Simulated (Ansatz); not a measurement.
Crystal: BaTiO3.

```
Ba Ti O
1.0
    -2.82767   -1.63255   -2.31773
     2.82767   -4.89766    0.00000
    -2.82767   -1.63255    4.63546
Ba Ti O
2 2 6
Direct
  0.01575 0.99511 0.97326
  0.98425 0.50489 0.52674
  0.50386 0.98954 0.50362
  0.46814 0.51046 0.02438
  0.53055 0.23162 0.73316
  0.48625 0.75828 0.23994
  0.47922 0.75734 0.73348
  0.53758 0.25276 0.23962
  0.99089 0.02893 0.47950
  0.04611 0.47107 0.00370
```

* Program: Ansatz 0.2.0
* Task: relaxation of cell and atoms
* Functional: r2SCAN
* Dispersion: D3(BJ)
* Potentials or basis: Ansatz PAW
* Cutoff: 500 eV (not typed: the program's choice for these potentials)
* k mesh: 7 × 5 × 5
* Occupations: fermi-dirac, width 0.05 eV
* Spin: no spin polarisation

At the start: volume 12.84 Å³/atom.

Where does the relaxation end?

It ends after 6 steps and the volume is 12.85 Å³/atom (+0.1 %); space group R3m (No. 160, to 0.05 Å).

Step by step:
```tsv
step	energy change (eV)	largest force (eV/Å)	volume (Å³)
1	0.0000	3.2772	128.39
2	-0.7056	1.7630	129.92
3	-0.9989	0.2194	128.48
4	-1.0045	0.0603	128.55
5	-1.0052	0.0022	128.52
6	-1.0052	0.0022	128.52
```

Final structure:
```cif
data_structure
_symmetry_space_group_name_H-M 'P 1'
_symmetry_Int_Tables_number 1
_cell_length_a 4.0054
_cell_length_b 5.6562
_cell_length_c 5.6730
_cell_angle_alpha 90.014
_cell_angle_beta 89.773
_cell_angle_gamma 90.000
_cell_volume 128.52
loop_
_atom_site_label
_atom_site_type_symbol
_atom_site_fract_x
_atom_site_fract_y
_atom_site_fract_z
_atom_site_occupancy
Ba1 Ba 0.01039 0.99995 0.00191 1
Ba2 Ba 0.01041 0.49999 0.50190 1
Ti1 Ti 0.52283 0.99992 0.51439 1
Ti2 Ti 0.52293 0.49991 0.01437 1
O1 O 0.49872 0.24592 0.73613 1
O2 O 0.49873 0.74595 0.23610 1
O3 O 0.49874 0.75412 0.73607 1
O4 O 0.49877 0.25418 0.23610 1
O5 O 0.99055 0.00005 0.49022 1
O6 O 0.99054 0.50001 0.99020 1
```

Caveat: the plane-wave basis is chosen anew once the cell has moved, so the energies of steps on either side of that aren't comparable; the PAW data sets come from PBE, with cores solved anew for the run's functional, which leaves a small shift of forces and pressure; the dispersion damping was fitted for another functional or another form of the correction.
